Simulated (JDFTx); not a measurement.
Crystal: MgS (Niningerite).

```
S Mg
1.0
     0.00000    2.60165    2.60165
     2.60165    0.00000    2.60165
     2.60165    2.60165    0.00000
S Mg
1 1
Direct
  0.50000 0.50000 0.50000
  0.00000 0.00000 0.00000
```

- Program: JDFTx 1.7.0 (patched build)
- Task: single point
- Functional: PBE
- Potentials or basis: PseudoDojo-SR-PBE-0.5-standard
- Cutoff: 1143 eV
- Density cutoff: 4572 eV
- k mesh: 9 × 9 × 9
- Occupations: fermi-dirac, width 0.05 eV
- Spin: no spin polarisation

On this cell: pressure 1.2 GPa; largest force zero by symmetry; band gap on the k mesh 2.92 eV, indirect (least direct gap 3.71 eV).

The same run follows on a disturbed copy (atoms moved at random, drawn with an rms of 0.05 Å):

```
CELL_PARAMETERS angstrom
0.00000 2.60165 2.60165
2.60165 0.00000 2.60165
2.60165 2.60165 0.00000
ATOMIC_POSITIONS crystal
S 0.49923 0.50365 0.50962
Mg 0.01475 0.99180 0.98833
```

Q: What changes?

A: The energy moves by +5.6 meV/atom; pressure 1.5 GPa; largest force 0.258 eV/Å; band gap on the k mesh 2.92 eV, indirect (least direct gap 3.71 eV).

Forces on the atoms (eV/Å):
```
S   -0.253 -0.041  0.026
Mg   0.253  0.042 -0.024
```

Stress tensor (GPa, compression positive):
```
 2.08 -0.02  0.01
-0.02  1.18  0.00
 0.01  0.00  1.16
```

Caveats: an odd mesh through Γ misses points on the zone boundary, where band edges often lie; the empty levels aren't tightly converged (some runs); forces may be off by hundredths of an eV/Å (some runs).
